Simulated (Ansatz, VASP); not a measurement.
**Hg in VASP and in Ansatz**

File INCAR:

```
PREC = Accurate ; ENCUT = 520
EDIFF = 1E-7 ; ISMEAR = -1
SIGMA = 0.05 ; LREAL = F
LASPH = T ; NELM = 60
ALGO = Normal ; ISIF = 2
LWAVE = F ; LCHARG = F
GGA = PE ; NBANDS = 12
```

The input KPOINTS:

```
regular mesh
0
Gamma
  10 10 10
```

Contents of POSCAR:

```
Hg
1.0
   -1.8891655157      1.8891655157      1.9295395617
    1.8891655157     -1.8891655157      1.9295395617
    1.8891655157      1.8891655157     -1.9295395617
Hg
1
Direct
    0.5000000000      0.5000000000      0.0000000000
```

input.yaml

```yaml
crystal:
  lattice:
    - [-1.8891655157, 1.8891655157, 1.9295395617]
    - [1.8891655157, -1.8891655157, 1.9295395617]
    - [1.8891655157, 1.8891655157, -1.9295395617]
  atoms:
    - { symbol: Hg, position: [0.5, 0.5, 0.0] }
hamiltonian:
  xc: pbe
  pseudopotentials: { kind: paw }
kpoints:
  mp_grid: { grid: [10, 10, 10] }
scf:
  occupations: { method: fermi_dirac, width: 0.05 }
output:
  forces: true
  stress: true
  eigenvalues: true
```

Change from the starting cell: volume scaled by 1.02.

Alike in both runs: task single point; functional PBE; k mesh 10 × 10 × 10; occupations fermi-dirac, width 0.05 eV; no spin polarisation.

|  | VASP | Ansatz |
| --- | --- | --- |
| version | VASP 6.6.1 | Ansatz 0.2.0 |
| potentials or method | VASP PAW PBE potentials, release 64 (Hg) | Ansatz PAW |
| plane-wave cutoff (eV) | 520 | 420 |
| valence electrons in the cell | 12 | 20 |

Ansatz gave:

```
gap on the k mesh at the Fermi level (eV)       : none
pressure (GPa)                                  : 1.1
largest component of the traceless stress (GPa) : 0.06
```

Problem. Estimate VASP's values.

Solution. gap on the k mesh at the Fermi level (eV): none; pressure (GPa): 1.2; largest component of the traceless stress (GPa): 0.06.

A gap of «none» marks a metal or a gap that the smearing closes. The two sets of potentials don't hold the same shells in valence.

The runs have no spin-orbit coupling, so splittings on Hg are missing.
